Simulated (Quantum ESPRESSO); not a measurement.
# InAs (F-43m) in Quantum ESPRESSO: notebook

Runs on InAs. Level: PBE. Tasks: band structure.

Program: Quantum ESPRESSO 7.5. These are calculated values, not measurements. Logs are shortened: lines on timing, memory, paths and dates and some standing lists are left out, and cuts for length are marked.

**Measured values to compare with.**

A printed reference work, data compilation reports, for a bulk crystal of InAs at 4.2 K: band gap 0.418 eV (direct).

The results are compared with them further down.

## (1) The structure

It takes space group F-43m (No. 216, cubic). Conventional cell: a = 6.036 Å, b = 6.036 Å, c = 6.036 Å, α = 90.00°, β = 90.00°, γ = 90.00°. In (site symmetry -43m) has 4 As at 2.61 Å as nearest neighbours. As (site symmetry -43m) has 4 In at 2.61 Å as nearest neighbours.

## (2) Band structure, PBE

Input file pw.in:

```
&CONTROL
  calculation = 'scf'
  prefix = 'pwscf'
  outdir = './tmp'
  pseudo_dir = './pseudo'
  tprnfor = .true.
  tstress = .true.
  disk_io = 'low'
/
&SYSTEM
  ibrav = 0
  nat = 2
  ntyp = 2
  ecutwfc = 84
  nbnd = 21
  occupations = 'smearing'
  smearing = 'fd'
  degauss = 0.00367493
/
&ELECTRONS
  conv_thr = 4d-10
  electron_maxstep = 120
  mixing_beta = 0.5
/
ATOMIC_SPECIES
In   114.8180 In.upf
As    74.9216 As.upf
CELL_PARAMETERS angstrom
   0.0000000000    3.0180000000    3.0180000000
   3.0180000000    0.0000000000    3.0180000000
   3.0180000000    3.0180000000    0.0000000000
ATOMIC_POSITIONS angstrom
In     0.0000000000    0.0000000000    0.0000000000
As     4.5270000000    4.5270000000    4.5270000000
K_POINTS automatic
8 8 8 0 0 0
```

Input file bands.in:

```
&CONTROL
  calculation = 'bands'
  prefix = 'pwscf'
  outdir = './tmp'
  pseudo_dir = './pseudo'
  disk_io = 'low'
  verbosity = 'high'
/
&SYSTEM
  ibrav = 0
  nat = 2
  ntyp = 2
  ecutwfc = 84
  nbnd = 21
  occupations = 'smearing'
  smearing = 'fd'
  degauss = 0.00367493
/
&ELECTRONS
  conv_thr = 1d-08
  electron_maxstep = 120
  mixing_beta = 0.5
  diago_full_acc = .true.
  startingwfc = 'random'
/
ATOMIC_SPECIES
In   114.8180 In.upf
As    74.9216 As.upf
CELL_PARAMETERS angstrom
   0.0000000000    3.0180000000    3.0180000000
   3.0180000000    0.0000000000    3.0180000000
   3.0180000000    3.0180000000    0.0000000000
ATOMIC_POSITIONS angstrom
In     0.0000000000    0.0000000000    0.0000000000
As     4.5270000000    4.5270000000    4.5270000000
K_POINTS crystal
60
 0.0000000000  0.0000000000  0.0000000000 1
 0.0625000000  0.0000000000  0.0625000000 1
 0.1250000000  0.0000000000  0.1250000000 1
 0.1875000000  0.0000000000  0.1875000000 1
 0.2500000000  0.0000000000  0.2500000000 1
 0.3125000000  0.0000000000  0.3125000000 1
 0.3750000000  0.0000000000  0.3750000000 1
 0.4375000000  0.0000000000  0.4375000000 1
 0.5000000000  0.0000000000  0.5000000000 1
 0.5000000000  0.0625000000  0.5625000000 1
 0.5000000000  0.1250000000  0.6250000000 1
 0.5000000000  0.1875000000  0.6875000000 1
 0.5000000000  0.2500000000  0.7500000000 1
 0.4375000000  0.3125000000  0.7500000000 1
 0.3750000000  0.3750000000  0.7500000000 1
 0.3375000000  0.3375000000  0.6750000000 1
 0.3000000000  0.3000000000  0.6000000000 1
 0.2625000000  0.2625000000  0.5250000000 1
 0.2250000000  0.2250000000  0.4500000000 1
 0.1875000000  0.1875000000  0.3750000000 1
 0.1500000000  0.1500000000  0.3000000000 1
 0.1125000000  0.1125000000  0.2250000000 1
 0.0750000000  0.0750000000  0.1500000000 1
 0.0375000000  0.0375000000  0.0750000000 1
 0.0000000000  0.0000000000  0.0000000000 1
 0.0625000000  0.0625000000  0.0625000000 1
 0.1250000000  0.1250000000  0.1250000000 1
 0.1875000000  0.1875000000  0.1875000000 1
 0.2500000000  0.2500000000  0.2500000000 1
 0.3125000000  0.3125000000  0.3125000000 1
 0.3750000000  0.3750000000  0.3750000000 1
 0.4375000000  0.4375000000  0.4375000000 1
 0.5000000000  0.5000000000  0.5000000000 1
 0.5250000000  0.4500000000  0.5250000000 1
 0.5500000000  0.4000000000  0.5500000000 1
 0.5750000000  0.3500000000  0.5750000000 1
 0.6000000000  0.3000000000  0.6000000000 1
 0.6250000000  0.2500000000  0.6250000000 1
 0.5833333333  0.2500000000  0.6666666667 1
 0.5416666667  0.2500000000  0.7083333333 1
 0.5000000000  0.2500000000  0.7500000000 1
 0.5000000000  0.2857142857  0.7142857143 1
 0.5000000000  0.3214285714  0.6785714286 1
 0.5000000000  0.3571428571  0.6428571429 1
 0.5000000000  0.3928571429  0.6071428571 1
 0.5000000000  0.4285714286  0.5714285714 1
 0.5000000000  0.4642857143  0.5357142857 1
 0.5000000000  0.5000000000  0.5000000000 1
 0.4821428571  0.4821428571  0.5357142857 1
 0.4642857143  0.4642857143  0.5714285714 1
 0.4464285714  0.4464285714  0.6071428571 1
 0.4285714286  0.4285714286  0.6428571429 1
 0.4107142857  0.4107142857  0.6785714286 1
 0.3928571429  0.3928571429  0.7142857143 1
 0.3750000000  0.3750000000  0.7500000000 1
 0.6250000000  0.2500000000  0.6250000000 1
 0.5937500000  0.1875000000  0.5937500000 1
 0.5625000000  0.1250000000  0.5625000000 1
 0.5312500000  0.0625000000  0.5312500000 1
 0.5000000000  0.0000000000  0.5000000000 1
```

Potentials or basis: PseudoDojo 0.4.1 SR PBE standard.

Command:

```console
$ OMP_NUM_THREADS=1 pw.x -in pw.in > pw.out
$ OMP_NUM_THREADS=1 pw.x -in bands.in > bands.out
```

pw.out:

```text
This program is part of the open-source Quantum ESPRESSO suite
     for quantum simulation of materials; please cite
[... 9 lines left out ...]
     --------------------
     sticks:   dense  smooth     PW     G-vecs:    dense   smooth      PW
     Sum        1507    1507    433                38709    38709    5985

     Using Slab Decomposition

     bravais-lattice index     =            0
     lattice parameter (alat)  =       8.0655  a.u.
     unit-cell volume          =     371.0089 (a.u.)^3
     number of atoms/cell      =            2
     number of atomic types    =            2
     number of electrons       =        28.00
     number of Kohn-Sham states=           21
     kinetic-energy cutoff     =      84.0000  Ry
     charge density cutoff     =     336.0000  Ry
     scf convergence threshold =      4.0E-10
     mixing beta               =       0.5000
     number of iterations used =            8  plain     mixing
     Exchange-correlation= PBE
                           (   1   4   3   4   0   0   0)

     celldm(1)=   8.065534  celldm(2)=   0.000000  celldm(3)=   0.000000
     celldm(4)=   0.000000  celldm(5)=   0.000000  celldm(6)=   0.000000

     crystal axes: (cart. coord. in units of alat)
               a(1) = (   0.000000   0.707107   0.707107 )
               a(2) = (   0.707107   0.000000   0.707107 )
               a(3) = (   0.707107   0.707107   0.000000 )

     reciprocal axes: (cart. coord. in units 2 pi/alat)
               b(1) = ( -0.707107  0.707107  0.707107 )
               b(2) = (  0.707107 -0.707107  0.707107 )
               b(3) = (  0.707107  0.707107 -0.707107 )

     PseudoPot. # 1 for In read from file:
     In.upf
     Pseudo is Norm-conserving + core correction, Zval = 13.0
     Generated using ONCVPSP code by D. R. Hamann
     Using radial grid of 1964 points,  6 beta functions with:
                l(1) =   0
                l(2) =   0
                l(3) =   1
                l(4) =   1
                l(5) =   2
                l(6) =   2

     PseudoPot. # 2 for As read from file:
     As.upf
     Pseudo is Norm-conserving + core correction, Zval = 15.0
     Generated using ONCVPSP code by D. R. Hamann
     Using radial grid of 1358 points,  6 beta functions with:
                l(1) =   0
                l(2) =   0
                l(3) =   1
                l(4) =   1
                l(5) =   2
                l(6) =   2

     atomic species   valence    mass     pseudopotential
     In               13.00   114.81800     In( 1.00)
     As               15.00    74.92160     As( 1.00)

     24 Sym. Ops. (no inversion) found

   Cartesian axes

     site n.     atom                  positions (alat units)
         1        In     tau(   1) = (   0.0000000   0.0000000   0.0000000  )
         2        As     tau(   2) = (   1.0606602   1.0606602   1.0606602  )

     number of k points=    29  Fermi-Dirac smearing, width (Ry)=  0.0037
                       cart. coord. in units 2pi/alat
        k(    1) = (   0.0000000   0.0000000   0.0000000), wk =   0.0039062
        k(    2) = (   0.0883883   0.0883883  -0.0883883), wk =   0.0312500
        k(    3) = (   0.1767767   0.1767767  -0.1767767), wk =   0.0312500
        k(    4) = (   0.2651650   0.2651650  -0.2651650), wk =   0.0312500
        k(    5) = (  -0.3535534  -0.3535534   0.3535534), wk =   0.0156250
        k(    6) = (   0.1767767   0.0000000   0.0000000), wk =   0.0234375
[... 21 lines left out ...]
        k(   28) = (  -0.7071068   0.1767767  -0.0000000), wk =   0.0468750
        k(   29) = (  -0.7071068   0.3535534   0.0000000), wk =   0.0234375

     Dense  grid:    38709 G-vectors     FFT dimensions: (  48,  48,  48)

     Initial potential from superposition of free atoms

     starting charge      27.9959, renormalised to      28.0000
     Starting wfcs are   18 randomized atomic wfcs +    3 random wfcs

     Self-consistent Calculation

     iteration #  1     ecut=    84.00 Ry     beta= 0.50
     Davidson diagonalization with overlap
     ethr =  1.00E-02,  avg # of iterations =  5.8

     Threshold (ethr) on eigenvalues was too large:
     Diagonalizing with lowered threshold

     Davidson diagonalization with overlap
     ethr =  2.55E-04,  avg # of iterations =  2.4

     total energy              =    -345.05658613 Ry
     estimated scf accuracy    <       0.07013482 Ry

     iteration #  2     ecut=    84.00 Ry     beta= 0.50
     Davidson diagonalization with overlap
     ethr =  2.50E-04,  avg # of iterations =  2.0
[... 43 lines left out ...]
     total energy              =    -345.06999359 Ry
     estimated scf accuracy    <          5.8E-10 Ry

     iteration #  9     ecut=    84.00 Ry     beta= 0.50
     Davidson diagonalization with overlap
     ethr =  2.06E-12,  avg # of iterations =  3.6

     End of self-consistent calculation

          k = 0.0000 0.0000 0.0000 (  4909 PWs)   bands (ev):

   -26.8778 -26.8778 -26.8778 -26.8693 -26.8693  -6.2754  -6.2754  -6.2754
    -6.1498  -6.1498  -3.7263   8.0026   8.1727   8.1727   8.1727  12.0945
    12.0945  12.0945  15.7205  17.9152  17.9152

          k = 0.0884 0.0884-0.0884 (  4834 PWs)   bands (ev):

   -26.8778 -26.8778 -26.8778 -26.8693 -26.8693  -6.2955  -6.2694  -6.2694
    -6.1500  -6.1500  -3.5641   6.2904   7.9793   7.9793   9.2948  12.2532
    12.3768  12.3768  16.5554  17.0254  17.0254
[... 103 lines left out ...]
          k = 0.0000-0.5303 0.5303 (  4830 PWs)   bands (ev):

   -26.8780 -26.8774 -26.8773 -26.8693 -26.8689  -6.4377  -6.2162  -6.2042
    -6.1701  -6.1375  -1.7188   2.4526   4.8807   6.2128  10.2886  12.4689
    15.5188  15.6269  15.9945  18.2230  21.0940

          k =-0.7071 0.0000 0.0000 (  4800 PWs)   bands (ev):

   -26.8782 -26.8773 -26.8773 -26.8694 -26.8688  -6.4585  -6.1925  -6.1925
    -6.1890  -6.1273  -1.7022   2.3159   5.8361   5.8361   9.7181  10.2391
    17.4155  17.4878  17.4878  19.8626  20.5091

          k = 0.3536 0.1768 0.0000 (  4824 PWs)   bands (ev):

   -26.8779 -26.8776 -26.8776 -26.8693 -26.8691  -6.3787  -6.2409  -6.2363
    -6.1617  -6.1403  -2.7557   3.9808   6.1625   7.0698  11.0160  11.4640
    13.3372  14.2172  15.9653  18.3774  19.0458
[... 25 lines left out ...]
          k = 0.0000-0.3536 0.5303 (  4833 PWs)   bands (ev):

   -26.8777 -26.8777 -26.8774 -26.8692 -26.8690  -6.4232  -6.2297  -6.2107
    -6.1604  -6.1436  -1.8633   2.6408   4.9360   6.2017  11.3890  12.8934
    13.2841  15.5909  16.1385  18.0060  20.9034

          k =-0.7071 0.1768-0.0000 (  4828 PWs)   bands (ev):

   -26.8781 -26.8774 -26.8773 -26.8693 -26.8689  -6.4475  -6.2077  -6.1984
    -6.1766  -6.1330  -1.6764   2.3840   5.4990   5.5332  10.6531  11.0961
    15.5516  15.8836  17.9244  19.9097  20.2283

          k =-0.7071 0.3536 0.0000 (  4788 PWs)   bands (ev):

   -26.8777 -26.8777 -26.8773 -26.8693 -26.8690  -6.4350  -6.2243  -6.2005
    -6.1651  -6.1417  -1.6502   2.4601   5.2012   5.2849  12.4166  12.4769
    13.1984  14.2712  18.0441  19.9650  20.0166

     the Fermi energy is     8.2210 ev

!    total energy              =    -345.06999359 Ry
     estimated scf accuracy    <          2.0E-10 Ry
     smearing contrib. (-TS)   =      -0.00004033 Ry
     internal energy E=F+TS    =    -345.06995327 Ry

     The total energy is F=E-TS. E is the sum of the following terms:
     one-electron contribution =    -176.20157906 Ry
     hartree contribution      =     104.58126670 Ry
     xc contribution           =     -87.65981050 Ry
     ewald contribution        =    -185.78983041 Ry

     convergence has been achieved in   9 iterations

     Forces acting on atoms (cartesian axes, Ry/au):

     atom    1 type  1   force =     0.00000000    0.00000000    0.00000000
     atom    2 type  2   force =     0.00000000    0.00000000    0.00000000

     Total force =     0.000000     Total SCF correction =     0.000000

     Computing stress (Cartesian axis) and pressure

          total   stress  (Ry/bohr**3)                   (kbar)     P=       43.58
   0.00029627  -0.00000000  -0.00000000           43.58       -0.00       -0.00
  -0.00000000   0.00029627  -0.00000000           -0.00       43.58       -0.00
  -0.00000000  -0.00000000   0.00029627           -0.00       -0.00       43.58

=------------------------------------------------------------------------------=
   JOB DONE.
=------------------------------------------------------------------------------=
```

Wall time 93 s (1 thread of AMD EPYC 9B14 (Zen 4), shared host); peak memory 0.14 GiB.

Results:

* Free energy: -4694.9164 eV
* Pressure: 4.4 GPa
* Band gap on the k mesh: none (metal or under the smearing width)

Levels at the corners of the path, in eV from the Fermi level:
```tsv
point	band 10	band 11	band 12	band 13	band 14	band 15	band 16	band 17	band 18	band 19
Γ	-14.37	-11.95	-0.22	-0.05	-0.05	-0.05	3.87	3.87	3.87	7.50
X	-14.35	-9.92	-5.91	-2.39	-2.39	1.50	2.02	9.19	9.27	9.27
W	-14.36	-9.87	-5.76	-3.02	-2.94	4.20	4.26	4.98	6.05	9.82
K	-14.36	-9.94	-5.77	-3.34	-2.01	2.07	4.25	7.30	7.41	7.77
Γ	-14.37	-11.95	-0.22	-0.05	-0.05	-0.05	3.87	3.87	3.87	7.50
L	-14.36	-10.47	-5.84	-1.04	-1.04	0.92	4.64	4.64	6.84	9.04
U	-14.36	-9.94	-5.77	-3.34	-2.01	2.07	4.25	7.30	7.41	7.77
W	-14.36	-9.87	-5.76	-3.02	-2.94	4.20	4.26	4.98	6.05	9.82
L	-14.36	-10.47	-5.84	-1.04	-1.04	0.92	4.64	4.64	6.84	9.04
K	-14.36	-9.94	-5.77	-3.34	-2.01	2.07	4.25	7.30	7.41	7.77
U	-14.36	-9.94	-5.77	-3.34	-2.01	2.07	4.25	7.30	7.41	7.77
X	-14.35	-9.92	-5.91	-2.39	-2.39	1.50	2.02	9.19	9.27	9.27
```

Caveat: spin-orbit coupling is left out, which moves the levels of the heavy elements.

## (3) Band structure, PBE, spin-orbit coupling, no magnetisation

Changes to pw.in since step 2:

```diff
@@ -14,3 +14,3 @@
   ecutwfc = 84
-  nbnd = 21
+  nbnd = 42
   occupations = 'smearing'
@@ -18,2 +18,4 @@
   degauss = 0.00367493
+  noncolin = .true.
+  lspinorb = .true.
 /
```

Changes to bands.in since step 2:

```diff
@@ -13,3 +13,3 @@
   ecutwfc = 84
-  nbnd = 21
+  nbnd = 42
   occupations = 'smearing'
@@ -17,2 +17,4 @@
   degauss = 0.00367493
+  noncolin = .true.
+  lspinorb = .true.
 /
```

Potentials or basis: PseudoDojo 0.4 FR PBE standard.

Command:

```console
$ OMP_NUM_THREADS=1 pw.x -in pw.in > pw.out
$ OMP_NUM_THREADS=1 pw.x -in bands.in > bands.out
```

It took 7.3 min on 1 thread of AMD EPYC 9B14 (Zen 4), shared host; peak memory 0.44 GiB.

The run converged. Its results:

* Free energy: -4693.3818 eV
* Pressure: 4.4 GPa
* Band gap on the k mesh: none (metal or under the smearing width)

Levels at the corners of the path, in eV from the Fermi level:
| point | band 26 | band 27 | band 28 | band 29 | band 30 | band 31 |
| --- | --- | --- | --- | --- | --- | --- |
| Γ | -0.29 | -0.01 | -0.01 | -0.01 | -0.01 | 3.47 |
| X | -2.47 | -2.47 | -2.47 | 1.42 | 1.42 | 1.94 |
| W | -3.09 | -3.06 | -2.96 | 4.01 | 4.17 | 4.19 |
| K | -3.42 | -2.10 | -2.09 | 1.99 | 1.99 | 4.14 |
| Γ | -0.29 | -0.01 | -0.01 | -0.01 | -0.01 | 3.47 |
| L | -1.25 | -1.00 | -1.00 | 0.84 | 0.84 | 4.46 |
| U | -3.42 | -2.10 | -2.09 | 1.99 | 1.99 | 4.14 |
| W | -3.09 | -3.06 | -2.96 | 4.01 | 4.17 | 4.19 |
| L | -1.25 | -1.00 | -1.00 | 0.84 | 0.84 | 4.46 |
| K | -3.42 | -2.10 | -2.09 | 1.99 | 1.99 | 4.14 |
| U | -3.42 | -2.10 | -2.09 | 1.99 | 1.99 | 4.14 |
| X | -2.47 | -2.47 | -2.47 | 1.42 | 1.42 | 1.94 |

## (4) How close it comes

Step 2. Measured gap of InAs: 0.418 eV (direct; 4.2 K; a printed reference work, data compilation). This calculation gives 0.00 eV (-0.42 eV). Spin-orbit coupling on As, In is left out. The value is that of PBE on a finite k mesh, which can miss the band edges, without temperature or zero-point motion. Semilocal functionals fall short of measured gaps as a rule.

Step 3. A measured gap of InAs is 0.418 eV (direct; 4.2 K; a printed reference work, data compilation); the calculated 0.00 eV misses it by -0.42 eV. The value is that of PBE on a finite k mesh, which can miss the band edges, without temperature or zero-point motion. Semilocal functionals fall short of measured gaps as a rule.
